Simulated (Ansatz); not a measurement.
Crystal: NaCl.

```
Cl Na
1.0
     0.00000    2.79406    2.79406
     2.79406    0.00000    2.79406
     2.79406    2.79406    0.00000
Cl Na
1 1
Direct
  0.50000 0.50000 0.50000
  0.00000 0.00000 0.00000
```

The cell is a database's computed one.

Base run:

* Program: Ansatz 0.2.0
* Functional: RPBE
* Potentials or basis: Ansatz PAW
* Cutoff: 420 eV (not typed: the program's choice for these potentials)
* k mesh: 8 × 8 × 8
* Occupations: fermi-dirac, width 0.05 eV
* Spin: no spin polarisation

Its results: band gap on the k mesh 5.54 eV, direct; pressure 3.5 GPa.

Q: After a change of settings the same cell gave: band gap on the k mesh 5.04 eV, direct; pressure 0.2 GPa. Which change was it?
A. functional from RPBE to LDA
B. functional from RPBE to revPBE
C. functional from RPBE to HSE06; k mesh from 8 × 8 × 8 to 4 × 4 × 4
D. functional from RPBE to PBEsol

A: D.

PBEsol binds more tightly than RPBE, so the same cell stands under less pressure.

Caveats: the PAW data sets come from PBE, with cores solved anew for the run's functional, which leaves a small shift of forces and pressure.

Runs at the PBE level aren't shown here.
